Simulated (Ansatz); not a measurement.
Molecular dynamics on a 2×2×2 supercell (24 atoms) of ZrO₂ (Fm-3m), relaxed with r2SCAN. Forces come from PBE in Ansatz 0.2.0: Langevin thermostat and barostat (NPT), 1700 K, steps of 1.5 fs. Classical nuclei, no spin polarisation; a few dozen steps show the first response, not equilibrium.

```yaml
crystal:
  lattice:
    - [0.0, 5.0894272375, 5.0894272375]
    - [5.0894272375, 0.0, 5.0894272375]
    - [5.0894272375, 5.0894272375, 0.0]
  atoms:
    - { symbol: Zr, position: [0.0, 0.0, 0.0] }
    - { symbol: O, position: [0.125, 0.125, 0.125] }
    - { symbol: O, position: [0.375, 0.375, 0.375] }
    - { symbol: Zr, position: [0.0, 0.0, 0.5] }
    - { symbol: O, position: [0.125, 0.125, 0.625] }
    - { symbol: O, position: [0.375, 0.375, 0.875] }
    - { symbol: Zr, position: [0.0, 0.5, 0.0] }
    - { symbol: O, position: [0.125, 0.625, 0.125] }
    - { symbol: O, position: [0.375, 0.875, 0.375] }
    - { symbol: Zr, position: [0.0, 0.5, 0.5] }
    - { symbol: O, position: [0.125, 0.625, 0.625] }
    - { symbol: O, position: [0.375, 0.875, 0.875] }
    - { symbol: Zr, position: [0.5, 0.0, 0.0] }
    - { symbol: O, position: [0.625, 0.125, 0.125] }
    - { symbol: O, position: [0.875, 0.375, 0.375] }
    - { symbol: Zr, position: [0.5, 0.0, 0.5] }
    - { symbol: O, position: [0.625, 0.125, 0.625] }
    - { symbol: O, position: [0.875, 0.375, 0.875] }
    - { symbol: Zr, position: [0.5, 0.5, 0.0] }
    - { symbol: O, position: [0.625, 0.625, 0.125] }
    - { symbol: O, position: [0.875, 0.875, 0.375] }
    - { symbol: Zr, position: [0.5, 0.5, 0.5] }
    - { symbol: O, position: [0.625, 0.625, 0.625] }
    - { symbol: O, position: [0.875, 0.875, 0.875] }
kpoints:
  mp_grid: { grid: [2, 2, 2] }
hamiltonian:
  xc: pbe
scf:
  occupations: { method: fermi_dirac, width: 0.146 }
md:
  ensemble: npt_langevin
  temperature: 1700
  timestep: 1.5
  n_steps: 30
  initial_velocities: maxwell_boltzmann
  seed: 9254
```

Command: `ansatz run input.yaml --threads 4 --pin off --max-ram 3686MiB --backend cpu --events-out ev --progress --plain --runs-dir out`.

Task: It ran on 4 threads of Arm Neoverse N1, on a shared host, load about 0.8 per core. About how long did it take, and how much host memory at the peak?

Result: About 4 min, with a peak of 1.3 GiB.

Task: How do temperature and energy develop?

Result: The temperature starts at 1629 K, is lowest at step 13 (836 K, 19.5 fs) and ends at 1123 K. The thermostat hasn't had time to restore it. The atoms start on their lattice sites with kinetic energy alone, so much of it first passes into potential energy.
```csv
step,t (fs),T (K),free energy F from step 0 (meV/atom),kinetic energy (meV/atom),pressure (GPa),volume (Å³/atom),largest force (eV/Å)
0,0,1629,0.0,210.6,5.85,10.99,0.00
1,1.5,1679,2.7,217.1,6.02,10.98,0.49
2,3,1638,10.8,211.7,6.30,10.98,1.00
3,4.5,1492,23.1,192.8,6.57,10.98,1.51
4,6,1408,38.5,181.9,6.99,10.99,2.03
5,7.5,1406,56.7,181.7,7.61,10.99,2.54
6,9,1266,75.5,163.6,8.14,10.99,2.98
7,10.5,1217,93.0,157.3,8.74,10.99,3.40
8,12,1117,108.4,144.4,9.22,11.00,3.75
9,13.5,1011,121.4,130.6,9.66,11.00,4.01
10,15,954,131.5,123.3,10.08,11.01,4.15
11,16.5,958,137.7,123.9,10.53,11.01,4.14
12,18,852,140.0,110.2,10.79,11.02,4.02
13,19.5,836,138.8,108.1,11.01,11.02,3.83
14,21,863,135.0,111.6,11.14,11.03,3.99
15,22.5,922,129.5,119.2,11.21,11.05,4.13
16,24,1014,122.3,131.1,11.20,11.06,4.20
17,25.5,1109,113.4,143.4,11.07,11.09,4.23
18,27,1224,104.5,158.2,10.97,11.11,4.27
19,28.5,1236,96.6,159.8,10.71,11.13,4.28
20,30,1246,89.9,161.0,10.40,11.16,4.26
21,31.5,1401,85.5,181.2,10.34,11.19,4.18
22,33,1320,83.6,170.6,10.08,11.21,3.99
23,34.5,1282,83.9,165.7,9.92,11.24,3.69
24,36,1287,86.4,166.4,9.82,11.27,3.38
25,37.5,1275,91.3,164.8,9.69,11.30,3.33
26,39,1230,97.3,159.0,9.48,11.34,3.65
27,40.5,1191,103.5,153.9,9.20,11.37,4.10
28,42,1141,108.9,147.5,8.75,11.40,4.40
29,43.5,1045,112.1,135.0,8.05,11.43,4.53
30,45,1123,112.1,145.2,7.39,11.47,4.40
```

Positions (Å) and forces (eV/Å) at step 30:
```
cell (Å): 0.000 5.163 5.163; 5.163 0.000 5.163; 5.163 5.163 0.000
Zr   0.142   0.007  -0.305    -2.272  -1.060   3.095
O    1.507   1.110   1.287     1.010   1.944  -0.904
O    4.213   3.600   4.076    -1.082   1.704   1.051
Zr   2.507   2.612   0.005     0.459   0.059   0.406
O    3.564   3.972   1.368     0.497  -2.426  -0.761
O    6.251   6.564   3.756     1.370  -1.377   3.165
Zr   2.461  -0.010   2.757     3.326   1.195  -2.495
O    3.730   1.097   4.003    -1.441   0.648  -1.504
O    6.169   3.891   6.518     0.262  -0.023  -0.801
Zr   5.061   2.687   2.580     0.855  -0.510   0.330
O    6.594   4.050   3.828    -1.200  -2.560   3.373
O    9.423   6.359   6.291    -1.576   1.227   2.218
Zr  -0.040   2.324   2.569    -1.519   3.100  -2.562
O    1.531   3.952   3.993     1.191  -0.204  -1.163
O    4.151   6.629   6.430    -0.645  -0.591  -1.275
Zr   2.612   5.234   2.394    -0.815  -0.066   1.788
O    3.735   6.333   3.792    -0.440  -0.179   0.650
O    6.162   9.015   6.556     0.185  -0.169  -1.288
Zr   2.545   2.753   5.296     1.729   0.506  -0.477
O    3.590   3.940   6.607    -0.122  -0.211  -0.821
O    6.277   6.471   9.018     1.438   2.717  -1.433
Zr   5.200   5.330   5.202    -0.833  -1.685   0.326
O    6.734   6.528   6.462    -0.731  -0.708  -0.907
O    9.150   8.919   9.123     0.355  -1.331  -0.013
```
